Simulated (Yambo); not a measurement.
Input of a Yambo 5.3.0 run:

File optics1.in:

```
optics
chi
Chimod= "HARTREE"
% BndsRnXd
 1 | 29 |
%
NGsBlkXd= 3 Ry
% LongDrXd
 1 | 0 | 0 |
%
% QpntsRXd
 1 | 1 |
%
% EnRngeXd
 0 | 20 | eV
%
% DmRngeXd
 0.1 | 0.1 | eV
%
ETStpsXd= 200
```

Contents of scf.in:

```
&CONTROL
  calculation = 'scf'
  prefix = 'pwscf'
  outdir = './tmp'
  pseudo_dir = './pseudo'
/
&SYSTEM
  ibrav = 0
  nat = 2
  ntyp = 2
  ecutwfc = 84
  nbnd = 9
  occupations = 'smearing'
  smearing = 'fd'
  degauss = 0.00367493
  force_symmorphic = .true.
/
&ELECTRONS
  conv_thr = 4d-10
  electron_maxstep = 120
  mixing_beta = 0.5
/
ATOMIC_SPECIES
N     14.0070 N.upf
B     10.8100 B.upf
CELL_PARAMETERS angstrom
   0.0000000000    1.8130010000    1.8130010000
   1.8130010000    0.0000000000    1.8130010000
   1.8130010000    1.8130010000    0.0000000000
ATOMIC_POSITIONS crystal
N      0.2500000000    0.2500000000    0.2500000000
B      0.0000000000    0.0000000000    0.0000000000
K_POINTS automatic
12 12 12 0 0 0
```

Contents of nscf.in:

```
&CONTROL
  calculation = 'nscf'
  prefix = 'pwscf'
  outdir = './tmp'
  pseudo_dir = './pseudo'
/
&SYSTEM
  ibrav = 0
  nat = 2
  ntyp = 2
  ecutwfc = 84
  nbnd = 34
  occupations = 'fixed'
  force_symmorphic = .true.
/
&ELECTRONS
  conv_thr = 1d-08
  diago_full_acc = .true.
  diago_thr_init = 1d-06
/
ATOMIC_SPECIES
N     14.0070 N.upf
B     10.8100 B.upf
CELL_PARAMETERS angstrom
   0.0000000000    1.8130010000    1.8130010000
   1.8130010000    0.0000000000    1.8130010000
   1.8130010000    1.8130010000    0.0000000000
ATOMIC_POSITIONS crystal
N      0.2500000000    0.2500000000    0.2500000000
B      0.0000000000    0.0000000000    0.0000000000
K_POINTS automatic
12 12 12 0 0 0
```

Potentials or basis: PseudoDojo 0.4.1 SR PBE standard.

Command:

```bash
$ OMP_NUM_THREADS=1 pw.x -in scf.in > scf.out
$ OMP_NUM_THREADS=1 pw.x -in nscf.in > nscf.out
$ cd tmp/pwscf.save; p2y; mv SAVE ../..; cd ../..
$ OMP_NUM_THREADS=1 yambo
$ OMP_NUM_THREADS=1 yambo -F optics1.in -J optics1 -C optics1_out
```

Q: Estimate the electronic dielectric constant along the field.

A: 4.47.

Q: What does it give for the electronic dielectric constant along the field, independent particles?

A: 4.65.

Q: What does it give for the band gap on the k mesh, mean-field level?

A: 4.52 eV, indirect (least direct gap 8.83 eV).

Dielectric function (along the field direction of the input):
| energy (eV) | real part | imaginary part |
| --- | --- | --- |
| 0.30 | 4.47 | 0.03 |
| 1.31 | 4.51 | 0.03 |
| 2.31 | 4.59 | 0.03 |
| 3.32 | 4.73 | 0.03 |
| 4.42 | 4.97 | 0.04 |
| 5.43 | 5.30 | 0.05 |
| 6.43 | 5.81 | 0.07 |
| 7.54 | 6.75 | 0.13 |
| 8.54 | 8.69 | 0.36 |
| 9.55 | 10.34 | 4.23 |
| 10.65 | 9.77 | 7.93 |
| 11.66 | 3.63 | 11.42 |
| 12.66 | -4.96 | 10.03 |
| 13.77 | -3.81 | 4.73 |
| 14.77 | -1.46 | 4.83 |
| 15.78 | -2.00 | 3.99 |
| 16.88 | -2.25 | 2.69 |
| 17.89 | -1.52 | 1.26 |
| 18.89 | -1.27 | 1.52 |
| 20.00 | -1.41 | 0.84 |

Caveat: spectra need much finer meshes, so this one isn't converged; these spectra lack excitons.

**Experimental background.**

From a printed reference work, monograph, for a bulk crystal of BN at 300 K: band gap 6.4 eV (indirect).

Measured gap of BN: 6.4 eV (indirect; 300 K; a printed reference work, monograph). This calculation gives 4.52 eV (-1.88 eV). The value is that of PBE on a finite k mesh, which can miss the band edges, without temperature or zero-point motion. Semilocal functionals fall short of measured gaps as a rule. The cell is a database's relaxed one, not the measured one, which moves gaps too.
